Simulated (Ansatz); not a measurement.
Crystal: TiAl.

```
Ti Al
1.0
     2.86726    0.00000    0.00000
    -1.43363    2.48312    0.00000
     0.00000    0.00000    4.67808
Ti Al
1 1
Direct
  0.00000 0.00000 0.00000
  0.33333 0.66667 0.50000
```

The cell comes from a database or a generator and needn't be the stable form of this composition.

- Program: Ansatz 0.2.0
- Task: relaxation of cell and atoms
- Functional: PBE0
- Potentials or basis: Ansatz PAW
- Cutoff: 420 eV (not typed: the program's choice for these potentials)
- k mesh: 6 × 6 × 3
- Occupations: fermi-dirac, width 0.05 eV
- Spin: no spin polarisation

At the start: volume 16.65 Å³/atom.

Where does the relaxation end?

It ends after 5 steps and the volume is 16.48 Å³/atom (-1.1 %); space group P-6m2 (No. 187, to 0.05 Å).

Step by step:
| step | energy change (eV) | largest force (eV/Å) | volume (Å³) |
| --- | --- | --- | --- |
| 1 | 0.0000 | 0.0000 | 33.31 |
| 2 | -0.0004 | 0.0000 | 32.61 |
| 3 | -0.0041 | 0.0000 | 32.98 |
| 4 | -0.0041 | 0.0000 | 32.95 |
| 5 | -0.0040 | 0.0000 | 32.95 |

Final structure:
```
Ti Al
1.0
     2.86880    0.00000    0.00000
    -1.43440    2.48445    0.00000
     0.00000    0.00000    4.62344
Ti Al
1 1
Direct
  0.00000 0.00000 0.00000
  0.33333 0.66667 0.50000
```

Caveat: the k mesh is coarse (spacing up to 0.45 Å⁻¹), so the values aren't converged, least of all with exact exchange; the plane-wave basis is chosen anew once the cell has moved, so the energies of steps on either side of that aren't comparable; the PAW data sets come from PBE, with cores solved anew for the run's functional, which leaves a small shift of forces and pressure.
